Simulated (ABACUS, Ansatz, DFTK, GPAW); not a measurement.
# Fitting the PBE energy curve of KTaO3

```
Ta K O
1.0
     3.98830    0.00000    0.00000
     0.00000    3.98830    0.00000
     0.00000    0.00000    3.98830
Ta K O
1 1 3
Cartesian
  0.0000 0.0000 0.0000
  1.9942 1.9942 1.9942
  0.0000 0.0000 1.9942
  0.0000 1.9942 0.0000
  1.9942 0.0000 0.0000
```

The cell was scaled at fixed shape and fractions and run with DFTK, PseudoDojo SR PBE 0.4.1 standard (PBE), cutoff 1143 eV; PBE, k mesh 7 × 7 × 7 on the cell of 5 atoms, fermi-dirac occupations of 0.05 eV, no spin polarisation, no spin-orbit coupling. Energies are those that the program minimises, any entropy of the smearing included.

```csv
V (Å³/atom),energy over the lowest row (meV/atom)
11.9267,57.61
12.1805,?
12.4342,14.14
12.6880,3.79
12.9418,0.00
13.1955,2.11
13.4493,9.53
```

Question: Fit the third-order Birch-Murnaghan form, give V0, B0 and B′, and predict the energy left open.

Answer: With y = (V0/V)^(2/3), E = E0 + (9 V0 B0/16) [(y - 1)³ B′ + (y - 1)² (6 - 4y)]. Least squares through the rows shown give V0 = 12.9735 Å³/atom, E0 = -0.05 meV, B0 = 187.7 GPa (1 eV/Å³ = 160.218 GPa) and B′ = 4.45, with a largest miss of 0.02 meV. At V = 12.1805 the form with these constants gives 31.79 meV; the run gave 31.81 meV an atom. Other set-ups at this level, from all their volumes (Å³/atom, GPa): ABACUS, PseudoDojo NC SR 0.4.1 PBE standard, plane waves: V0 12.972, B0 187.9; Ansatz, Ansatz PAW (earlier soft set): V0 13.024, B0 188.5; GPAW, GPAW PAW data sets (gpaw-data 1.2.1): V0 13.090, B0 187.6; Ansatz, all-electron LAPW, scalar-relativistic: V0 13.043, B0 186.8. Measured volume: 12.69 Å³/atom (arxiv:2208.05712), so the fit lies +2.2 % from it. The runs are for a static lattice.

The fit describes a stiff perovskite whose equilibrium volume is overestimated, as is usual for PBE, which tends to underbind solids. Vibrational expansion would normally enlarge the cell further, so it cannot account for the excess. The all-electron volume, 13.043 Å³/atom, lies above the fitted 12.9735 Å³/atom, which suggests that the pseudopotential hides a little of the functional's error. The close match with ABACUS shows that the two codes agree for closely related potentials, not that those potentials are accurate.

The stiffness reflects the Ta–O framework: compression shortens bonds with mixed ionic and Ta 5d–O 2p covalent character, and the rapidly growing Pauli repulsion outweighs the gain in attraction. This also explains why the bulk modulus rises under pressure. The omitted energy is recovered well, but it lies between fitted volumes and so tests interpolation rather than behaviour at stronger compression. Since the ions stay at their cubic positions, the curve cannot show whether expansion favours the polar off-centring to which this incipient ferroelectric is prone.
